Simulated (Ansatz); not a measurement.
# HfO2: the cost of one run

Computed with Ansatz 0.2.0 (DFT PBE, scalar-relativistic, plane waves, PAW, unless a step's input says otherwise).

## 1. Starting point

Symmetry: Fm-3m, No. 225, cubic system. Conventional cell: a = 5.097 Å, b = 5.097 Å, c = 5.097 Å, α = 90.00°, β = 90.00°, γ = 90.00°. Hf (site symmetry m-3m) has 8 O at 2.21 Å as nearest neighbours. O (site symmetry -43m) is surrounded by 4 Hf at 2.21 Å.

As a file:

```
CELL_PARAMETERS angstrom
0.00000 2.54850 2.54850
2.54850 0.00000 2.54850
2.54850 2.54850 0.00000
ATOMIC_POSITIONS crystal
Hf 0.00000 0.00000 0.00000
O 0.25000 0.25000 0.25000
O 0.75000 0.75000 0.75000
```

This is a trial structure built by rule; it need not be a known or stable form of this composition.

This is a trial structure, the fluorite prototype, and another one may lie lower.

## 2. The reference run: phonons at Γ

File input.yaml:

```yaml
crystal:
  lattice:
    - [0.0, 2.5485, 2.5485]
    - [2.5485, 0.0, 2.5485]
    - [2.5485, 2.5485, 0.0]
  atoms:
    - { symbol: Hf, position: [0.0, 0.0, 0.0] }
    - { symbol: O, position: [0.25, 0.25, 0.25] }
    - { symbol: O, position: [0.75, 0.75, 0.75] }
basis:
  ecutwfc: 420
kpoints:
  mp_grid: { grid: [8, 8, 8] }
hamiltonian:
  xc: pbe
scf:
  occupations: { method: fixed }
output:
  eigenvalues: true
phonons:
  method: dfpt
  dielectric: true
  rigid_motions: translations
```

The run is started by

```console
> ansatz run input.yaml --threads 1 --pin off --max-ram 1228MiB --backend cpu --events-out ev --progress --plain --runs-dir out
```

Q: Estimate wall time and peak memory on 1 thread of Intel Xeon Platinum 8375C at 2.90GHz (Ice Lake), shared host.

About 40 s, with a peak of 0.6 GiB.
